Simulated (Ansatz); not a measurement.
# HfO₂: a run for the field gradients

```yaml
crystal:
  lattice:
    - [5.21946336, 0.0, 0.0]
    - [0.0, 5.00476369, 0.0]
    - [0.0, 0.0, 5.03268505]
  atoms:
    - { symbol: Hf, position: [0.033006, 0.26747918, 0.24144035] }
    - { symbol: Hf, position: [0.466994, 0.26747918, 0.74144035] }
    - { symbol: Hf, position: [0.533006, 0.73252082, 0.24144035] }
    - { symbol: Hf, position: [0.966994, 0.73252082, 0.74144035] }
    - { symbol: O, position: [0.36787255, 0.0713546, 0.37926726] }
    - { symbol: O, position: [0.13212745, 0.0713546, 0.87926726] }
    - { symbol: O, position: [0.73394852, 0.46011695, 0.49229239] }
    - { symbol: O, position: [0.76605148, 0.46011695, 0.99229239] }
    - { symbol: O, position: [0.26605148, 0.53988305, 0.99229239] }
    - { symbol: O, position: [0.23394852, 0.53988305, 0.49229239] }
    - { symbol: O, position: [0.86787255, 0.9286454, 0.37926726] }
    - { symbol: O, position: [0.63212745, 0.9286454, 0.87926726] }
kpoints:
  mp_grid: { grid: [4, 4, 4] }
scf:
  max_iter: 75
hamiltonian:
  xc: pbe
  pseudopotentials: { kind: paw, frozen_core: stored }
output:
  forces: true
  stress: true
  populations: true
  efg: { quadrupole_moments_barn: { Hf: 3.365, O: -0.02558 } }
```

```sh
ansatz run input.yaml --threads 1 --pin off --max-ram 3072MiB --backend cpu --events-out ev --progress --plain --runs-dir out
```

Problem. What happens when this input is run?

Solution. The program refused the input. The input holds no occupation method. The program says:

```
Error: YAML parse error: `scf.occupations.method` is required: fixed only where the cell keeps a band gap throughout the run, explicit beside scf.occupations.values (under evaluate: without them), else a smearing such as fermi_dirac (scf.occupations.width is optional; its entry in the input reference gives the default)
```

Against a sound input the change was `scf.occupations`: {method: fermi_dirac, width: 0.02} → not typed; `scf.max_iter`: not typed → 75.

With the sound settings the run converges and gives V_zz (10²¹ V/m²) Hf 10.66 (η 0.76), O5 -2.86 (η 0.61), O7 2.28 (η 0.26); a site carries the number of its first atom in the input. At this cell the PBE pressure is 10 GPa, so with PBE the cell would grow if it were relaxed. The entry's cell may itself be off. Without spin–orbit coupling the gradients at and beside Hf can be off by some per cent, at some sites by more.
